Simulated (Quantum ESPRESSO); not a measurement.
# TePt under changes of volume

One of the cells (22.651 Å³/atom); the others are scaled copies at fixed shape and fractional positions:

```xyz
4
Lattice="1.9816 1.1441 6.6610 -1.9816 1.1441 6.6610 0.0000 -2.2881 6.6610" Properties=species:S:1:pos:R:3 pbc="T T T"
Pt    0.0000    0.0000    2.5911
Pt    0.0000    0.0000   17.3920
Te    0.0000    0.0000    8.0332
Te    0.0000    0.0000   11.9499
```

* Program: Quantum ESPRESSO 7.5
* Functional: PBEsol
* Potentials or basis: GBRV 1.5 PBEsol
* Cutoff: 612 eV
* Density cutoff: 4898 eV
* k mesh: 8 × 8 × 8
* Occupations: fermi-dirac, width 0.05 eV
* Spin: no spin polarisation

```tsv
volume (Å³/atom)	energy over the lowest point (meV/atom)	pressure (GPa)
21.292	48.54	10.8
21.745	22.79	7.1
22.198	6.98	3.8
22.651	0.00	0.8
23.104	0.79	-1.7
23.557	8.50	-4.0
24.010	?	?
```

What does the run at 24.010 Å³/atom give?

Energy over the lowest point 22.27 meV/atom; pressure -6.0 GPa.

Worked out: A Birch-Murnaghan fit of order 3 (a polynomial in V^(-2/3)) to the other rows has its minimum at 22.83 Å³/atom with B0 = V·E''(V) = 132 GPa and B' = 5.1 at fixed shape and positions, which overstates the stiffness. It gives 22.31 meV/atom at 24.010 Å³/atom, against the run's 22.27, and -dE/dV = -5.9 GPa, against -6.0.

Energies are extrapolated to zero smearing.
